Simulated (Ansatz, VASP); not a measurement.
**Ir in VASP and in Ansatz**

Contents of INCAR:

```
SYSTEM = Ir
PREC = Accurate
ENCUT = 520
EDIFF = 1E-7
ISMEAR = -1
SIGMA = 0.05
LREAL = .False.
LASPH = .True.
NELM = 80
ALGO = Normal
ISIF = 2
LWAVE = .False.
LCHARG = .False.
GGA = PE
NBANDS = 16
```

KPOINTS

```
regular mesh
0
Gamma
  11 11 6
  0 0 0
```

File POSCAR:

```
Ir
1.0
    2.7695994713      0.0000000000      0.0000000000
   -1.3847997356      2.3985435004      0.0000000000
    0.0000000000      0.0000000000      4.4918424506
Ir
2
Direct
    0.3333333333      0.6666666667      0.2500000000
    0.6666666667      0.3333333333      0.7500000000
```

The input input.yaml:

```yaml
crystal:
  lattice:
    - [2.7695994713, 0.0, 0.0]
    - [-1.3847997356, 2.3985435004, 0.0]
    - [0.0, 0.0, 4.4918424506]
  atoms:
    - { symbol: Ir, position: [0.3333333333, 0.6666666667, 0.25] }
    - { symbol: Ir, position: [0.6666666667, 0.3333333333, 0.75] }
hamiltonian:
  xc: pbe
  pseudopotentials: { kind: paw }
kpoints:
  mp_grid: { grid: [11, 11, 6] }
scf:
  occupations: { method: fermi_dirac, width: 0.05 }
output:
  forces: true
  stress: true
  eigenvalues: true
  write_density: true
  write_potential: true
  elf: true
  volumetric_format: npy
```

Change from the starting cell: volume scaled by 1.02.

Alike in both runs: task single point; functional PBE; k mesh 11 × 11 × 6; occupations fermi-dirac, width 0.05 eV; no spin polarisation.

|  | VASP | Ansatz |
| --- | --- | --- |
| version | VASP 6.6.1 | Ansatz 0.2.0 |
| potentials or method | VASP PAW PBE potentials, release 64 (Ir) | Ansatz PAW |
| plane-wave cutoff (eV) | 520 | 420 |
| valence electrons in the cell | 18 | 34 |

|  | VASP | Ansatz | Ansatz less VASP |
| --- | --- | --- | --- |
| gap on the k mesh at the Fermi level (eV) | none | none | - |
| pressure (GPa) | -7.2 | -7.7 | -0.40 |
| largest component of the traceless stress (GPa) | 0.34 | 0.37 | +0.034 |

A gap of «none» marks a metal or a gap that the smearing closes. The two sets of potentials don't hold the same shells in valence.

The runs have no spin-orbit coupling, so splittings on Ir are missing.
